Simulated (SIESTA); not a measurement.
CsBr in SIESTA: the effect of functional

The system is CsBr.

```
CELL_PARAMETERS angstrom
4.32562 0.00000 0.00000
0.00000 4.32562 0.00000
0.00000 0.00000 4.32562
ATOMIC_POSITIONS crystal
Cs 0.00000 0.00000 0.00000
Br 0.50000 0.50000 0.50000
```

The cell comes from a database or a generator and needn't be the stable form of this composition.

Alike in all runs:

| Quantity | Value |
| --- | --- |
| Program | SIESTA 5.4.2 |
| Task | band structure |
| Basis | DZP (energy shift 0.003 Ry; two zetas on semicore shells; d shell added on Cs) |
| Grid cutoff | 500 Ry |
| Energy shift | 0.003 Ry |
| k mesh | 6 × 6 × 6 |
| Occupations | fermi-dirac, width 0.05 eV |
| Spin | no spin polarisation |

```tsv
functional	potentials or basis	gap on the mesh (eV)	pressure (GPa)
AM05	PseudoDojo 0.4 standard (PBEsol files)	4.47	-0.1
BLYP	PseudoDojo 0.4 standard (PBE files)	?	?
vdW-DF-cx	PseudoDojo 0.4 standard (PBE files)	4.52	-0.9
```

Problem. What does the run with functional BLYP give?

Solution. gap on the mesh 4.56 eV; pressure 1.7 GPa.

Caveats: the potentials were made for another functional, which shifts forces and pressure; spin-orbit coupling is left out, which moves the levels of the heavy elements; the basis of atomic orbitals isn't converged, which shifts pressures, moduli and gaps.

